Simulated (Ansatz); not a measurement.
WS2: from supercell energies to defect levels (W on the S site)

All numbers below come from DFT PBE, scalar-relativistic, plane waves, PAW in Ansatz 0.2.0. (420 eV cutoff, 2×2×2 k-mesh, shifted by half a step, Gaussian smearing of 0.01 eV, collinear spin in charge +1, -1 alone)

Host crystal, relaxed:

```cif
data_structure
_symmetry_space_group_name_H-M 'P 1'
_symmetry_Int_Tables_number 1
_cell_length_a 7.6977
_cell_length_b 7.6977
_cell_length_c 7.6977
_cell_angle_alpha 23.900
_cell_angle_beta 23.900
_cell_angle_gamma 23.900
_cell_volume 65.78
loop_
_atom_site_label
_atom_site_type_symbol
_atom_site_fract_x
_atom_site_fract_y
_atom_site_fract_z
_atom_site_occupancy
W1 W 0.00068 0.00068 0.00068 1
S1 S 0.40407 0.40407 0.40407 1
S2 S 0.26395 0.26395 0.26395 1
```

The W on the S site was set at (0.404, 0.404, 0.404) of the host cell, in a supercell of 48 sites (1052 Å³), relaxed at fixed cell in each charge q. The host's Kohn–Sham gap is 1.64 eV and its static dielectric constant 8.8 (mean). For each charge: the supercell's free energy over the neutral one with q electrons exchanged at the valence band top, F(q) − F(0) + qE_v; the image-charge term; and the term that aligns the potential far from the defect with the host's.

Spin-orbit coupling is left out, which matters for the bands and energies of heavy elements.

| q | F(q) − F(0) + qE_v (eV) | image charge (eV) | alignment (eV) |
| --- | --- | --- | --- |
| +1 | -1.326 | 0.266 | 0.207 |
| 0 | 0.000 | 0.000 | 0.000 |
| -1 | 0.881 | 0.266 | -0.303 |

Add the terms and find the levels between neighbouring charges, ε(q/q′) = [A(q′) − A(q)]/(q − q′), with and without the two corrections.

A(q): -0.854 eV for +1, 0.000 eV for 0, 0.844 eV for -1.
| level | corrected (eV over E_v) | uncorrected (eV) |
| --- | --- | --- |
| (+1/0) | 0.85 | 1.33 |
| (0/-1) | 0.84 | 0.88 |

As a check, a point charge in a simple cubic cell of this volume has q²αe²/(2εL) = 0.228 q² eV (e² = 14.40 eV Å, α = 2.837, L = 10.17 Å); the shape of the real cell and the anisotropy of ε can change it somewhat. The term grows as q², so it pushes donor levels down and acceptor levels up. The program doubts the alignment for q = +1, -1, so levels beside it are uncertain by about that term.

Which of these charges is lowest with the Fermi level at the valence band top, at mid-gap and at the conduction band bottom?

The line A(q) + qE_F that lies lowest gives the charge: +1 at E_F = 0.00 eV, +1 at E_F = 0.82 eV, -1 at E_F = 1.64 eV. In charge +1, 0 the cell has partly filled levels, from a carrier spread over the host's bands, a defect level that the small cell broadens into a band, or a degenerate defect level that the symmetric start can't split, so the levels beside it are doubtful. Charges beyond those computed could lie lower near the band edges.

The neutral defect forms at 7.02 eV with atoms taken from and returned to the elements. What are the formation energies at those three Fermi levels, and what share of sites would hold the defect at 1200 K with E_F at mid-gap, if the host still stood at that temperature?

E_f = E_f(0) + A(q) + qE_F = 6.17, 6.98, 6.23 eV. In the dilute limit the share is exp(−E_f/k_BT) = exp(−6.984/0.1034) = 4.6×10⁻³⁰, leaving out degeneracy and vibrational entropy. Both elements stand at their elemental potentials, a limit that the host or competing compounds often put out of reach. The small cell and the narrow Kohn–Sham gap leave errors of tenths of an eV or more, which change the share by orders of magnitude.